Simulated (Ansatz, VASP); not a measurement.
# Two plane-wave programs on CdTe

The input INCAR:

```
ALGO = Fast
EDIFF = 1E-7
ENCUT = 520
ISIF = 2
ISMEAR = -1
LASPH = T
LCHARG = F
LREAL = F
LWAVE = F
NBANDS = 16
NELM = 100
PREC = Accurate
SIGMA = 0.15
```

KPOINTS

```
k-points
0
Gamma
  12 12 12
```

The input POSCAR:

```
CdTe
1.0
    0.0000000000      3.0085000000      3.0085000000
    3.0085000000      0.0000000000      3.0085000000
    3.0085000000      3.0085000000      0.0000000000
Cd Te
1 1
Direct
    0.0000000000      0.0000000000      0.0000000000
    0.5000000000      0.5000000000      0.5000000000
```

Input for Ansatz:

```yaml
crystal:
  lattice:
    - [0.0, 3.0085, 3.0085]
    - [3.0085, 0.0, 3.0085]
    - [3.0085, 3.0085, 0.0]
  atoms:
    - { symbol: Cd, position: [0.0, 0.0, 0.0] }
    - { symbol: Te, position: [0.5, 0.5, 0.5] }
basis:
  ecutwfc: 420
kpoints:
  mp_grid: { grid: [12, 12, 12] }
hamiltonian:
  xc: lda
scf:
  occupations: { method: fermi_dirac, width: 0.15 }
output:
  forces: true
  stress: true
  eigenvalues: true
```

Alike in both runs: task single point; functional LDA; k mesh 12 × 12 × 12; occupations fermi-dirac, width 0.15 eV; no spin polarisation.

```csv
,VASP,Ansatz
version,VASP 6.6.1,Ansatz 0.2.0
potentials or method,"VASP PAW LDA potentials, release 64 (Cd, Te)","scalar-relativistic, plane waves, PAW"
plane-wave cutoff (eV),520,420
valence electrons in the cell,18,36
```

Ansatz gave:

- gap on the k mesh at the Fermi level (eV): none
- pressure (GPa): -2.3

**Question.** Which values does VASP return?

**Answer.** gap on the k mesh at the Fermi level (eV): none; pressure (GPa): -2.0.

A gap of «none» marks a metal or a gap that the smearing closes. The two sets of potentials don't hold the same shells in valence.

Spin-orbit coupling is left out, which matters for the levels of Te.
